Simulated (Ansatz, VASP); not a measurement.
# SnSe in VASP and in Ansatz

The input INCAR:

```
SYSTEM = SnSe
ALGO = Normal ; EDIFF = 1E-7
ENCUT = 520 ; GGA = PS
ISIF = 2 ; ISMEAR = 0
LASPH = .True. ; LCHARG = .False.
LREAL = .False. ; LWAVE = .False.
NBANDS = 17 ; NELM = 60
PREC = Accurate ; SIGMA = 0.01
```

File KPOINTS:

```
k-points
0
Gamma
  4 4 4
  0 0 0
```

The input POSCAR:

```
SnSe
1.0
    0.0000000000      3.0100000000      3.0100000000
    3.0100000000      0.0000000000      3.0100000000
    3.0100000000      3.0100000000      0.0000000000
Sn Se
1 1
Direct
    0.0000000000      0.0000000000      0.0000000000
    0.5000000000      0.5000000000      0.5000000000
```

Input for Ansatz:

```yaml
crystal:
  lattice:
    - [0.0, 3.01, 3.01]
    - [3.01, 0.0, 3.01]
    - [3.01, 3.01, 0.0]
  atoms:
    - { symbol: Sn, position: [0.0, 0.0, 0.0] }
    - { symbol: Se, position: [0.5, 0.5, 0.5] }
kpoints:
  mp_grid:
    grid: [4, 4, 4]
hamiltonian:
  xc: pbesol
  pseudopotentials:
    kind: paw
scf:
  occupations:
    method: fixed
gw:
  n_empty_bands: 80
  ecut_chi: 80.0
  qp_bands: [v2, c2]
```

Measurements of this composition are mostly on another form, of space group No. 62.

Alike in both runs: task single point; functional PBEsol; k mesh 4 × 4 × 4; no spin polarisation.

|  | VASP | Ansatz |
| --- | --- | --- |
| version | VASP 6.6.1 | Ansatz 0.2.0 |
| potentials or method | VASP PAW PBE potentials, release 64 (Sn_d, Se) | plane waves, PAW |
| plane-wave cutoff (eV) | 520 | 420 |
| occupations | gaussian, width 0.01 eV | fixed |
| valence electrons in the cell | 20 | 30 |

```csv
,VASP,Ansatz,Ansatz less VASP
gap on the k mesh at the Fermi level (eV),0.63,0.63,-0.002
```

The two sets of potentials don't hold the same shells in valence. Ansatz warned: «many_body_gap_not_shown».

Caveats: the k mesh is coarse (spacing up to 0.45 Å⁻¹), so the values aren't converged; spin-orbit coupling is left out, which moves the levels of the heavy elements. A k mesh can miss the band edges.
